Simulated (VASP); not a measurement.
# Ga in VASP: notebook

Runs on Ga. Level: PBE. Tasks: single point.

Program: VASP 6.6.1. These are calculated values, not measurements. Logs are shortened: lines on timing, memory, paths and dates and some standing lists are left out, and cuts for length are marked.

## 1. The structure

The cell holds a sheet with vacuum, 2 atoms: a = 4.318 Å, b = 4.318 Å, c = 23.800 Å, α = 90.00°, β = 90.00°, γ = 120.00°.

The cell was built by a generator and needn't be a form met in nature.

## 2. Single point, PBE

INCAR reads:

```
PREC = Accurate
ENCUT = 520
EDIFF = 1E-6
ISMEAR = 0
SIGMA = 0.1
LREAL = False
LASPH = True
NELM = 100
ALGO = Normal
ISIF = 2
LWAVE = False
LCHARG = False
LDIPOL = True
IDIPOL = 3
DIPOL = 0.5 0.5 0.294
GGA = PE
NBANDS = 20
```

KPOINTS reads:

```
Automatic mesh
0
Gamma
  6 6 1
```

POSCAR reads:

```
Ga
1.0
    4.3181184611      0.0000000000      0.0000000000
   -2.1590592306      3.7396002839      0.0000000000
    0.0000000000      0.0000000000     23.8000000000
Ga
2
Direct
    0.3333333333      0.6666666667      0.2941176471
    0.6666666667      0.3333333333      0.2941176471
```

Potentials or basis: VASP PAW PBE potentials, release 64 (Ga_d).

Run with:

```sh
> cat potpaw_PBE.64/Ga_d/POTCAR > POTCAR
> mpirun -np 1 vasp_std > vasp.out
```

OUTCAR:

```text
PREC = Accurate
   ENCUT = 520
   EDIFF = 1E-6
   ISMEAR = 0
   LREAL = False
   LASPH = True
   NELM = 100
   ISIF = 2
   GGA = PE

 ion  position               nearest neighbor table
   1  0.333  0.667  0.294-   2 2.49   2 2.49   2 2.49
   2  0.667  0.333  0.294-   1 2.49   1 2.49   1 2.49

  LATTYP: Found a hexagonal cell.
 ALAT       =     4.3181184611
 C/A-ratio  =     5.5116598154

  Lattice vectors:

 A1 = (   4.3181184611,   0.0000000000,   0.0000000000)
 A2 = (  -2.1590592306,   3.7396002839,   0.0000000000)
 A3 = (   0.0000000000,   0.0000000000,  23.8000000000)

Analysis of symmetry for initial positions (statically):
=====================================================================
 Subroutine PRICEL returns:
 Original cell was already a primitive cell.

 Routine SETGRP: Setting up the symmetry group for a
 hexagonal supercell.

 Subroutine GETGRP returns: Found 24 space group operations
 (whereof 12 operations were pure point group operations)
 out of a pool of 24 trial point group operations.

The static configuration has the point symmetry C_6v.
 The point group associated with its full space group is D_6h.

Analysis of symmetry for dynamics (positions and initial velocities):
=====================================================================
 Subroutine PRICEL returns:
 Original cell was already a primitive cell.

 Routine SETGRP: Setting up the symmetry group for a
 hexagonal supercell.

 Subroutine GETGRP returns: Found 24 space group operations
 (whereof 12 operations were pure point group operations)
 out of a pool of 24 trial point group operations.

The dynamic configuration has the point symmetry C_6v.
 The point group associated with its full space group is D_6h.

 Subroutine INISYM returns: Found 24 space group operations
 (whereof 12 operations are pure point group operations),
 and found     1 'primitive' translations

----------------------------------------------------------------------------------------

                                     Primitive cell

  volume of cell :     384.3233

  direct lattice vectors                    reciprocal lattice vectors
     4.318118461  0.000000000  0.000000000     0.231582345  0.133704129  0.000000000
    -2.159059231  3.739600284  0.000000000     0.000000000  0.267408259  0.000000000
     0.000000000  0.000000000 23.800000000     0.000000000  0.000000000  0.042016807

  length of vectors
     4.318118461  4.318118461 23.800000000     0.267408259  0.267408259  0.042016807

  position of ions in fractional coordinates (direct lattice)
     0.333333333  0.666666667  0.294117647
     0.666666667  0.333333333  0.294117647

  ion indices of the primitive-cell ions
   primitive index   ion index
                 1           1
                 2           2

----------------------------------------------------------------------------------------

 KPOINTS: Automatic mesh

Automatic generation of k-mesh.
 Grid dimensions read from file:
 generate k-points for:    6    6    1

 Generating k-lattice:

  Cartesian coordinates                     Fractional coordinates (reciprocal lattice)
     0.038597058  0.022284022  0.000000000     0.166666667  0.000000000  0.000000000
     0.000000000  0.044568043  0.000000000     0.000000000  0.166666667  0.000000000
     0.000000000  0.000000000  0.042016807     0.000000000  0.000000000  1.000000000

  Length of vectors
     0.044568043  0.044568043  0.042016807

  Shift w.r.t. Gamma in fractional coordinates (k-lattice)
     0.000000000  0.000000000  0.000000000

 Subroutine IBZKPT returns following result:
 ===========================================

 Found      7 irreducible k-points:

 Following reciprocal coordinates:
            Coordinates               Weight
  0.000000  0.000000  0.000000      1.000000
  0.166667  0.000000  0.000000      6.000000
  0.333333 -0.000000  0.000000      6.000000
  0.500000  0.000000  0.000000      3.000000
  0.166667  0.166667  0.000000      6.000000
  0.333333  0.166667  0.000000     12.000000
  0.333333  0.333333  0.000000      2.000000
   k-points           NKPTS =      7   k-points in BZ     NKDIM =      7   number of bands    NBANDS=     20
   number of dos      NEDOS =    301   number of ions     NIONS =      2
   total plane-waves  NPLWV = 184320
   dimension x,y,z NGX =    32 NGY =   32 NGZ =  180
   dimension x,y,z NGXF=    64 NGYF=   64 NGZF=  360
   ions per type =               2
   NGX,Y,Z   is equivalent  to a cutoff of  12.32, 12.32, 12.57 a.u.
   NGXF,Y,Z  is equivalent  to a cutoff of  24.64, 24.64, 25.15 a.u.
 SYSTEM =  unknown system
   PREC   = accura    normal or accurate (medium, high low for compatibility)
   ISTART =      0    job   : 0-new  1-cont  2-samecut
   ICHARG =      2    charge: 1-file 2-atom 10-const
   ISPIN  =      1    spin polarized calculation?
   LNONCOLLINEAR =      F non collinear calculations
   LSORBIT =      F    spin-orbit coupling
   LASPH  =      T    aspherical Exc in radial PAW
   ENCUT  =  520.0 eV  38.22 Ry    6.18 a.u.   8.03  8.03 44.25*2*pi/ulx,y,z
   NELM   =    100;   NELMIN=  2; NELMDL= -5     # of ELM steps
   EDIFF  = 0.1E-05   stopping-criterion for ELM
   LREAL  =      F    real-space projection
   EDIFFG = 0.1E-04   stopping-criterion for IOM
   NSW    =      0    number of steps for IOM
   IBRION =     -1    ionic relax: 0-MD 1-quasi-New 2-CG
   NFREE  =      0    steps in history (QN), initial steepest desc. (CG)
   ISIF   =      2    stress and relaxation
   ISYM   =      2    0-nonsym 1-usesym 2-fastsym
   POTIM  = 0.5000    time-step for ionic-motion
   TEBEG  =    0.0;   TEEND  =   0.0 temperature during run
   PSTRESS=    0.0 pullay stress
   NELECT =      26.0000    total number of electrons
   NUPDOWN=      -1.0000    fix difference up-down
   EMIN   =  10.00;   EMAX   =-10.00  energy-range for DOS
   EFERMI =   0.00;   METHOD = LEGACY
   ISMEAR =     0;   SIGMA  =   0.10  broadening in eV -4-tet -1-fermi 0-gaus
   EFERMI_NEDOS =   21; number of points for ismear=-14 and -15
   IALGO  =     38    algorithm
   IMIX   =      4    mixing-type and parameters
     AMIX     =   0.40;   BMIX     =  1.00
     AMIX_MAG =   1.60;   BMIX_MAG =  1.00
  volume/ion in A,a.u.               =     192.16      1296.77
  Fermi-wavevector in a.u.,A,eV,Ry     =   0.667063  1.260567  6.054231  0.444973
  Thomas-Fermi vector in A             =   1.741556
   LORBIT       =      0    0 simple, 1 ext, 2 COOP (PROOUT), +10 PAW based schemes
   GGA     = PE    functional components
   LHFCALC =     F    Hartree Fock is set to
   AEXX    =    0.0000 exact exchange contribution
   IVDW    =     0    specifies the selected vdW correction
   LEPSILON=     F    determine dielectric tensor
   LRPA    =     F    only Hartree local field effects (RPA)
 non-spin polarized calculation
 Gauss-broadening in eV      SIGMA  =   0.10
  energy-cutoff  :      520.00
  volume of cell :      384.32
 maximum number of plane-waves:     10416
   NGX = 17   NGY = 17   NGZ = 89

 number of electron      26.0000006 magnetization

 dipolmoment           0.000000      0.000000      0.000004 electrons x Angstroem

 Free energy of the ion-electron system (eV)
  ---------------------------------------------------
  ext. energy  EPLUGINS =         0.00000000
  ---------------------------------------------------
  free energy    TOTEN  =        -4.56179260 eV

  energy without entropy =       -4.55086941  energy(sigma->0) =       -4.55633101

 E-fermi :  -3.3049     XC(G=0):  -1.7974

 val. band max:       -3.4111651891   @ k =   0.1667   0.1667   0.0000
 cond. band min:      -3.2499321696   @ k =   0.3333  -0.0000   0.0000
 fundamental gap:      0.1612330194
 Fermi energy:        -3.3048978710

 k-point     1 :       0.0000    0.0000    0.0000
  band No.  band energies     occupation
      1     -18.1837      2.00000
      2     -18.0573      2.00000
      3     -18.0573      2.00000
      4     -17.9999      2.00000
      5     -17.9999      2.00000
      6     -17.8417      2.00000
[... 12 lines left out ...]
     19       1.7944      0.00000
     20       1.9979      0.00000

 k-point     2 :       0.1667    0.0000    0.0000
  band No.  band energies     occupation
      1     -18.1784      2.00000
      2     -18.0638      2.00000
      3     -18.0530      2.00000
      4     -18.0530      2.00000
      5     -18.0489      2.00000
      6     -17.8529      2.00000
[... 12 lines left out ...]
     19       2.0847      0.00000
     20       2.1683      0.00000

 k-point     3 :       0.3333   -0.0000    0.0000
  band No.  band energies     occupation
      1     -18.1766      2.00000
      2     -18.1183      2.00000
      3     -18.1097      2.00000
      4     -18.0758      2.00000
      5     -18.0288      2.00000
      6     -17.8797      2.00000
[... 12 lines left out ...]
     19       2.2421      0.00000
     20       2.9603      0.00000

 k-point     4 :       0.5000    0.0000    0.0000
  band No.  band energies     occupation
      1     -18.1861      2.00000
      2     -18.1430      2.00000
      3     -18.1194      2.00000
      4     -18.0815      2.00000
      5     -18.0157      2.00000
      6     -17.8961      2.00000
[... 12 lines left out ...]
     19       3.3271      0.00000
     20       3.4387      0.00000

 k-point     5 :       0.1667    0.1667    0.0000
  band No.  band energies     occupation
      1     -18.1781      2.00000
      2     -18.1110      2.00000
      3     -18.0905      2.00000
      4     -18.0757      2.00000
      5     -18.0304      2.00000
      6     -17.8757      2.00000
[... 12 lines left out ...]
     19       1.9231      0.00000
     20       2.0689      0.00000

 k-point     6 :       0.3333    0.1667    0.0000
  band No.  band energies     occupation
      1     -18.2036      2.00000
      2     -18.1267      2.00000
      3     -18.1171      2.00000
      4     -18.0877      2.00000
      5     -18.0018      2.00000
      6     -17.9081      2.00000
[... 12 lines left out ...]
     19       3.1350      0.00000
     20       3.1926      0.00000

 k-point     7 :       0.3333    0.3333    0.0000
  band No.  band energies     occupation
      1     -18.2253      2.00000
      2     -18.1201      2.00000
      3     -18.1201      2.00000
      4     -18.0954      2.00000
      5     -17.9551      2.00000
      6     -17.9551      2.00000
[... 12 lines left out ...]
     19       3.6317      0.00000
     20       3.9163      0.00000

------------------------ aborting loop because EDIFF is reached ----------------------------------------

 vacuum level on the upper side and lower side of the slab       (xc-potential included)        -0.008        -0.008

  FORCE on cell =-STRESS in cart. coord.  units (eV):
  Direction    XX          YY          ZZ          XY          YZ          ZX
  --------------------------------------------------------------------------------------
  -------------------------------------------------------------------------------------
  Total        0.0654918      0.0654918     -0.0028537     -0.0000000      0.0000000      0.0000000
  in kB        0.2730238      0.2730238     -0.0118965     -0.0000000      0.0000000      0.0000000
  external PRESSURE =       0.1780504 kB  Pullay stress =       0.0000000 kB

 VOLUME and BASIS-vectors are now :
 -----------------------------------------------------------------------------
  energy-cutoff  :      520.00
  volume of cell :      384.32
      direct lattice vectors                 reciprocal lattice vectors
     4.318118461  0.000000000  0.000000000     0.231582345  0.133704129  0.000000000
    -2.159059231  3.739600284  0.000000000     0.000000000  0.267408259  0.000000000
     0.000000000  0.000000000 23.800000000     0.000000000  0.000000000  0.042016807

 POSITION                                       TOTAL-FORCE (eV/Angst)
 -----------------------------------------------------------------------------------
     -0.00000      2.49307      7.00000        -0.000000      0.000000      0.000000
      2.15906      1.24653      7.00000         0.000000      0.000000     -0.000000
 -----------------------------------------------------------------------------------
    total drift:                               -0.000000     -0.000000      0.000255

  FREE ENERGIE OF THE ION-ELECTRON SYSTEM (eV)
  ---------------------------------------------------
  free  energy   TOTEN  =        -4.5617926043 eV

  energy  without entropy=       -4.5508694064  energy(sigma->0) =       -4.55633101

 vacuum level on the upper side and lower side of the slab         0.942         0.942
```

Run time: 45 s. Hardware: 1 thread of AMD EPYC 9R45 (Zen 5), shared host; peak memory 0.39 GiB.

Results:

| Item | Value |
| --- | --- |
| Free energy | -4.5618 eV |
| Band gap on the k mesh | none (metal or under the smearing width) |

## 3. Single point, PBE

This run uses another cell than the first one, of 128.68 Å³/atom, 0.670 times its volume.

INCAR reads:

```
SYSTEM = Ga
PREC = Accurate
ENCUT = 520
EDIFF = 1E-7
ISMEAR = 0
SIGMA = 0.1
LREAL = .FALSE.
LASPH = .TRUE.
NELM = 100
ALGO = Normal
ISIF = 2
LWAVE = .FALSE.
LCHARG = .FALSE.
LDIPOL = .TRUE.
IDIPOL = 3
DIPOL = 0.5 0.5 0.500
GGA = PE
NBANDS = 20
```

KPOINTS reads:

```
regular mesh
0
G
  6 6 1
  0 0 0
```

POSCAR reads:

```
Ga
1.0
    4.6071920000      0.0000000000      0.0000000000
   -2.3035960000      3.9899450000      0.0000000000
    0.0000000000      0.0000000000     14.0000000000
Ga
2
Direct
    0.3333333300      0.6666666700      0.5000000000
    0.6666666700      0.3333333300      0.5000000000
```

Potentials or basis: VASP PAW PBE potentials, release 64 (Ga_d).

Run with:

```sh
> cat potpaw_PBE.64/Ga_d/POTCAR > POTCAR
> mpirun -np 1 vasp_std > vasp.out
```

Wall time 30 s (1 thread of AMD EPYC 9R45 (Zen 5), shared host); peak memory 0.31 GiB.

Results (log left out):

```
Free energy            : -4.4280 eV
Band gap on the k mesh : none (metal or under the smearing width)
```

Levels at points of the mesh, in eV from the Fermi level:
```
           k point  band 10  band 11  band 12  band 13  band 14  band 15  band 16  band 17
(0.00, 0.00, 0.00)   -14.59    -7.69    -0.71     0.16     0.94     0.94     3.14     4.24
(0.50, 0.00, 0.00)   -14.48    -6.15    -4.68    -0.26     0.91     2.01     2.27     5.40
```
